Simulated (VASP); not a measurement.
Crystal: GaN.

```xyz
4
Lattice="3.1961 0.0000 0.0000 -1.5981 2.7679 0.0000 0.0000 0.0000 5.1140" Properties=species:S:1:pos:R:3 pbc="T T T"
Ga    0.0000    1.8453    0.0000
Ga    1.5981    0.9226    2.5570
N     0.0000    1.8453    1.9433
N     1.5981    0.9226    4.5003
```

The cell was built by a generator and needn't be a form met in nature.

* Program: VASP 6.6.1
* Task: relaxation of cell and atoms
* Functional: PBEsol
* Potentials or basis: VASP PAW PBE potentials, release 64 (Ga_d, N)
* Cutoff: 600 eV
* k mesh: 12 × 12 × 5
* Occupations: gaussian, width 0.03 eV
* Spin: no spin polarisation

At the start: pressure 0.7 GPa; volume 11.31 Å³/atom.

**Question.** Where does the relaxation end?

**Answer.** Over 5 steps the energy falls by 2.3 meV/atom and the volume is 11.35 Å³/atom (+0.3 %); space group P6_3mc (No. 186, to 0.05 Å).

The path:
```csv
step,energy change (eV),largest force (eV/Å),pressure (GPa),volume (Å³)
1,0.0000,0.0146,0.66,45.24
2,-0.0064,0.1675,-0.53,45.54
3,-0.0069,0.1392,-0.30,45.48
4,-0.0093,0.0319,0.02,45.41
5,-0.0094,0.0038,0.00,45.39
```

Final structure:
```
CELL_PARAMETERS angstrom
3.18006 0.00000 0.00000
-1.59003 2.75401 0.00000
0.00000 0.00000 5.18315
ATOMIC_POSITIONS crystal
Ga 0.33333 0.66667 0.00169
Ga 0.66667 0.33333 0.50169
N 0.33333 0.66667 0.37831
N 0.66667 0.33333 0.87831
```

Caveat: the PAW data sets were made with another functional, which shifts forces and pressure a little.
